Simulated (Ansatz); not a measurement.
Ansatz input

```yaml
crystal:
  lattice:
    - [0.0, 1.6862397084, 1.6862397084]
    - [1.6862397084, 0.0, 1.6862397084]
    - [1.6862397084, 1.6862397084, 0.0]
  atoms:
    - { symbol: Mn, position: [0.0, 0.0, 0.0], spin: 3.0 }
hamiltonian:
  xc: revpbe
  pseudopotentials:
    kind: paw
    azcp:
      Mn: "pseudopotentials/Mn.paw.azcp"
basis:
  ecutwfc: 420
  fft_grid_basis: typed
kpoints:
  mp_grid: { grid: [17, 17, 17], shift: [0, 0, 0] }
magnetization:
  spin_polarized: true
scf:
  occupations: { method: fermi_dirac, width: 0.05 }
  lower_state_search: "off"
output:
  stress: true
```

and its output:

```
Engine: ansatz 0.2.0, aarch64-unknown-linux-gnu
Pseudopotentials: kind: paw
Pseudopotential: Mn, paw, valence charge 15, recommended cutoff 420 eV (normal) 
Functional definition: revPBE
  parameter kappa = 1.245
  parameter beta = 0.06672455060314922
  exchange = pbe_x(kappa = kappa, mu = beta*pi^2/3)
  correlation = pbe_c(beta = beta)
Crystal: 1 atoms, lattice volume = 9.589 Å³
Basis set: ecut = 420 eV, 169 PW (Γ)
Bands: 13, of which v1, the nominal top of the filled ones, is band 8 counted from 1 (7 counted from 0)
Symmetry: 48 space group operations
Space group: Fm-3m (ITA 225), of the structure as read, at distance tolerance 2.1e-5 Å
Magnetic group: BNS 225.116 (UNI 1618), of the structure as read, at distance tolerance 2.1e-5 Å
k-points: 165 of 4913
Non-local potential: Mn, projectors of the file, l = 0: 3, l = 1: 2, l = 2: 3, l = 3: 1
PAW form: soft (Blöchl's): semilocal exchange-correlation on the pseudo side does not see the compensation charge
PAW frozen core: Mn, regenerated for the run's functional, and the local potential with it (the file was generated under x = pbe(κ = 0.804, μ = 0.2195149727645171), c = pbe(β = 0.06672455060314922))
PAW one-centre angular grid: Mn, 590 points (default); XC on 64 Gauss nodes
Initial density: superposition of atomic densities (chi_scale 0.1, normalization cell)
Starting moments: Σ|m| = 3 μB on 1 of 1 site
Initial wavefunctions: pseudopotential atomic-orbital guess
Functional: x = revpbe(κ = 1.245, μ = 0.2195149727645171), c = pbe(β = 0.06672455060314922)
SCF iter   1: F=—  HF=-3901.330509 eV  |F-HF|=—  |Δ(HF+E_count)|=         —  Δρ=1.97e-1 (↑1.97e-1 ↓1.05e-1)  dr2=8.43e-1  dr2_m=1.90e0  M=1.566 μB ∫|m|=1.575 μB  β_m=0.30  ethr=3.10e-3  ⟨swp⟩=4.4  Hψ=19387  notcnv=0
Mixer restart at iter 1: flushing history
spin-set hold released at iteration 1 (the charge has settled, or the pull on large starting moments outlasts its swing): the magnetisation degrees of freedom join the quasi-Newton model from the next iteration; the mixer history was flushed
SCF iter   2: F=—  HF=-3901.321057 eV  |F-HF|=—  |Δ(HF+E_count)|=   9.45e-3  Δρ=1.11e-1 (↑1.11e-1 ↓1.05e-1)  dr2=1.76e-2  dr2_m=1.02e0  M=1.507 μB ∫|m|=1.515 μB  β_m=0.51  ethr=3.10e-3  ⟨swp⟩=2.5  Hψ=8733  notcnv=0  defer=210
SCF iter   3: F=—  HF=-3901.683159 eV  |F-HF|=—  |Δ(HF+E_count)|=   3.62e-1  Δρ=1.23e-1 (↑1.23e-1 ↓6.10e-2)  dr2=3.15e-1  dr2_m=7.19e-1  M=0.996 μB ∫|m|=1.013 μB  β_m=0.20  ethr=1.17e-4  ⟨swp⟩=3.1  Hψ=9691  notcnv=0  defer=210
SCF iter   4: F=—  HF=-3901.735442 eV  |F-HF|=—  |Δ(HF+E_count)|=   5.23e-2  Δρ=6.69e-2 (↑4.97e-2 ↓6.69e-2)  dr2=2.26e-2  dr2_m=2.97e-1  M=0.792 μB ∫|m|=0.808 μB  β_m=0.19  ethr=1.17e-4  ⟨swp⟩=3.1  Hψ=10552  notcnv=0  defer=234
SCF iter   5: F=—  HF=-3901.847293 eV  |F-HF|=—  |Δ(HF+E_count)|=   1.12e-1  Δρ=3.75e-2 (↑2.32e-2 ↓3.75e-2)  dr2=5.28e-2  dr2_m=6.74e-2  M=0.490 μB ∫|m|=0.527 μB  β_m=0.90  ethr=1.17e-4  ⟨swp⟩=2.9  Hψ=10497  notcnv=0  defer=210
SCF iter   6: F=—  HF=-3901.788762 eV  |F-HF|=—  |Δ(HF+E_count)|=   5.85e-2  Δρ=4.47e-2 (↑4.47e-2 ↓3.49e-2)  dr2=1.57e-2  dr2_m=1.35e-1  M=-0.310 μB ∫|m|=0.310 μB  β_m=0.95  ethr=1.17e-4  ⟨swp⟩=3.0  Hψ=9636  notcnv=0  defer=213
SCF iter   7: F=—  HF=-3901.864676 eV  |F-HF|=—  |Δ(HF+E_count)|=   7.59e-2  Δρ=9.50e-3 (↑8.84e-3 ↓9.50e-3)  dr2=4.83e-4  dr2_m=7.07e-3  M=-0.017 μB ∫|m|=0.042 μB  β_m=0.97  ethr=1.05e-4  ⟨swp⟩=3.1  Hψ=9932  notcnv=0  defer=230
SCF iter   8: F=—  HF=-3901.870081 eV  |F-HF|=—  |Δ(HF+E_count)|=   5.40e-3  Δρ=1.70e-3 (↑9.93e-4 ↓1.70e-3)  dr2=3.13e-5  dr2_m=1.51e-4  M=0.053 μB ∫|m|=0.055 μB  β_m=0.96  ethr=3.22e-6  ⟨swp⟩=2.0  Hψ=8419  notcnv=0  defer=223
SCF iter   9: F=—  HF=-3901.870514 eV  |F-HF|=—  |Δ(HF+E_count)|=   4.33e-4  Δρ=1.35e-3 (↑3.70e-4 ↓1.35e-3)  dr2=5.97e-5  dr2_m=5.91e-5  M=0.044 μB ∫|m|=0.045 μB  β_m=0.98  ethr=2.08e-7  ⟨swp⟩=2.0  Hψ=6691  notcnv=0  defer=221
SCF iter  10: F=—  HF=-3901.870697 eV  |F-HF|=—  |Δ(HF+E_count)|=   1.82e-4  Δρ=4.17e-4 (↑1.14e-4 ↓4.17e-4)  dr2=5.29e-6  dr2_m=5.06e-6  M=0.013 μB ∫|m|=0.014 μB  β_m=0.99  ethr=2.08e-7  ⟨swp⟩=2.0  Hψ=6682  notcnv=0  defer=219
iter 11 did not close the SCF: its close was put off for a magnetic moment that had not settled (scf_convergence_deferred on its scf_iter line)
SCF iter  11: F=-3901.870713 eV  HF=-3901.870713 eV  |F-HF|=6.77e-9  |Δ(HF+E_count)|=   1.61e-5  Δρ=2.08e-5 (↑2.08e-5 ↓9.93e-6)  dr2=8.58e-9  dr2_m=1.90e-8  M=0.001 μB ∫|m|=0.001 μB  β_m=1.00  ethr=6.67e-10  ⟨swp⟩=3.1  Hψ=17148  notcnv=0
iter 12 did not close the SCF: its close was put off for a magnetic moment that had not settled (scf_convergence_deferred on its scf_iter line)
SCF iter  12: F=-3901.870713 eV  HF=-3901.870713 eV  |F-HF|=3.44e-9  |Δ(HF+E_count)|=   1.55e-8  Δρ=1.30e-5 (↑1.25e-5 ↓1.30e-5)  dr2=5.02e-10  dr2_m=1.35e-8  M=0.001 μB ∫|m|=0.001 μB  β_m=1.00  ethr=5.72e-11  ⟨swp⟩=2.0  Hψ=11767  notcnv=0
iter 13 did not close the SCF: its close was put off for a magnetic moment that had not settled (scf_convergence_deferred on its scf_iter line)
SCF iter  13: F=-3901.870713 eV  HF=-3901.870713 eV  |F-HF|=9.09e-12  |Δ(HF+E_count)|=   2.21e-8  Δρ=1.65e-6 (↑9.92e-7 ↓1.65e-6)  dr2=2.82e-11  dr2_m=1.51e-10  M=0.000 μB ∫|m|=0.000 μB  β_m=1.00  ethr=3.34e-12  ⟨swp⟩=1.5  Hψ=12809  notcnv=0
SCF iter  14: F=-3901.870713 eV  HF=-3901.870713 eV  |F-HF|=1.36e-12  |Δ(HF+E_count)|=  9.78e-11  Δρ=1.47e-7 (↑1.47e-7 ↓1.37e-7)  dr2=1.70e-14  dr2_m=1.77e-12  M=-0.000 μB ∫|m|=0.000 μB  ethr=1.00e-12  ⟨swp⟩=1.0  Hψ=11332  notcnv=0
WARN: the starting moments were not kept: the SCF closed with an absolute magnetisation of 6.3e-6 μB, where they sum to 3 μB in size (1 site). That is at most 0.1 of that sum. Measured as dr2_m measures the in/out step, that magnetisation stands 5.5e-11 eV from none, at or under the dr2_threshold of 1.0e-7 eV: it is no larger than a step whose dr2_m would equal this threshold. The system may hold no moment; this SCF shows only that its start led to no more than that. To try another start: raise the starting moments (crystal.atoms[].spin, magnetization.per_species, magnetization.initial_magnetization, or on a non-collinear deck that types none of these the spinor_matrix: blocks that start its atoms; where the total moment is fixed, keep their sum and leave initial_magnetization as it is; typed ones take the place of any that the run laid by itself, positive ones on a crystal's lanthanoids without a Hubbard term where scf.initial_density.shell_occupations: [] is typed) or, if the notice of its spin-set hold's release reads "site moments contracting" or "site moments show no strong build", lengthen the hold (scf.mixing.spin_hold: { on: { confirm: 4 } }; for m-r²SCAN on two components see the key's manual first). Each may lead to a state that holds a moment. A second SCF, from the converged charge density, with the starting moments and any scf.initial_density.shell_occupations laid on it anew, would have followed, and was not run: the deck does not ask for one (magnetization.retry_lost_moments is false, the default). To let it run, set magnetization.retry_lost_moments: true and run the deck again, where that key's refused combinations let it; where memory then withholds it, that run's warning says so.
SCF 1 converged in 14 iterations: F = -3901.870713 eV  dr2 = 1.70e-14
SCF converged after 14 iterations
Magnetization: -0.0000 μB (7.5000 up, 7.5000 down)
Absolute magnetization: 0.0000 μB (∫|ρ↑−ρ↓|, with the PAW one-centre terms)
Spin contamination: 0.0000 ħ² per cell (⟨S²⟩ above its minimum at these occupations)
Per-site moments (μB) at R_I (Å): [(-5.936449465578424e-6, 0.9836900143254248)]
Free energy (F): -3901.870713 eV
Harris-Foulkes:  -3901.870713 eV  (|F-HF|=1.36e-12)
Internal energy: -3901.859187 eV  (E = F + TS)
E sigma→0 (E₀):  -3901.864950 eV
Entropy (-TS):   -0.011526 eV (-11.526 meV/atom)
Fermi energy:    23.299660 eV
--- Per-component energies (eV) ---
  E_band       = -116.068603
  E_kinetic    = 312.360854
  E_local      = -1439.553452  (includes V_loc(G=0)·N_el)
  E_nonlocal   = 235.333163
  E_hartree    = 608.932174
  E_xc         = -117.391538
  E_vxc        = -150.460869  (∫ρ·V_xc dr)
  E_paw        = -1299.180449  (= ΣΔE_a)
  E_vpaw       = -291.612632  (= ΣTr[D̂ρ^β])
  E_aug_tail   = -0.000011  (compensation charges beyond the density's cutoff)
  E_ewald      = -2202.324397
  E_core_change = -0.035532  (= ΣΔE_core)
  E_smearing   = -0.011526  (= −TS)
  E_closure    = 0.000000  (closes the sum)
  Σ components = -3901.870713   (vs F -3901.870713, Δ=0.00e0)
--- Stress (GPa, compression-positive) ---
       45.804821       0.000000      -0.000000
       -0.000000      45.804821       0.000000
        0.000000      -0.000000      45.804821
  P = ⅓ Tr σ = 45.8048 GPa (458.048 kbar)
```
